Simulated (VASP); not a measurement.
Set up this calculation in VASP 6.6.1, as the native input.

```yaml
Task: single point
Functional: LDA
Potentials_or_basis: VASP PAW LDA potentials, release 64 (O, H, F)
Cutoff: 520 eV
k_mesh: 1 × 1 × 1
Occupations: fermi-dirac, width 0.02 eV
Spin: no spin polarisation
Dipole_correction: no
Further_INCAR_settings: ALGO = Normal; EDIFF = 1e-06; NBANDS = 33
```

The structure of H9O4F lies in POSCAR:

```
H9O4F
1.0
    5.5331330000      0.0000000000      0.0000000000
    0.0000000000      5.5331330000      0.0000000000
    0.0000000000      0.0000000000      5.5331330000
O H F
4 9 1
Direct
    0.4656442426      0.7904762069      0.5320646359
    0.0450367377      0.7919723794      0.2304075874
    0.6539508322      0.3784134981      0.7882467949
    0.7340588737      0.1440206689      0.1584528959
    0.5572156587      0.9170427009      0.4502390159
    0.3077460926      0.7986775860      0.4491558753
    0.1315721508      0.7303340865      0.0909452004
   -0.0196136925      0.6433908920      0.3199079602
    0.6910905231      0.2763931638      0.9581743912
    0.5678015616      0.5347069132      0.7845632492
    0.8070312564      0.2595972302      0.2824840152
    0.8528726591      0.0047873928      0.1563253986
    0.7853433314      0.3930496339      0.6432565662
    0.9230330726      0.4219699474      0.4589027137
```

The cell was built by a generator and needn't be a form met in nature.

These files were run (other wordings do the same):

INCAR

```
SYSTEM = H9O4F
PREC = Accurate ; ENCUT = 520
EDIFF = 1E-6 ; ISMEAR = -1
SIGMA = 0.02 ; LREAL = .False.
LASPH = .True. ; NELM = 60
ALGO = Normal ; ISIF = 2
LWAVE = .False. ; LCHARG = .False.
NBANDS = 33
```

KPOINTS

```
regular mesh
0
Gamma
  1 1 1
  0 0 0
```

Potentials or basis: VASP PAW LDA potentials, release 64 (O, H, F).

Launch:

```sh
$ cat potpaw_LDA.64/O/POTCAR potpaw_LDA.64/H/POTCAR potpaw_LDA.64/F/POTCAR > POTCAR
$ mpirun -np 1 vasp_gam > vasp.out
```

Results of the run:

```
Pressure               : -0.9 GPa
Largest force          : 0.315 eV/Å
Band gap on the k mesh : 4.60 eV, direct
```

It took 5.8 s on 1 thread of AMD EPYC 9R45 (Zen 5), with other jobs on the host, peak memory 0.15 GiB.
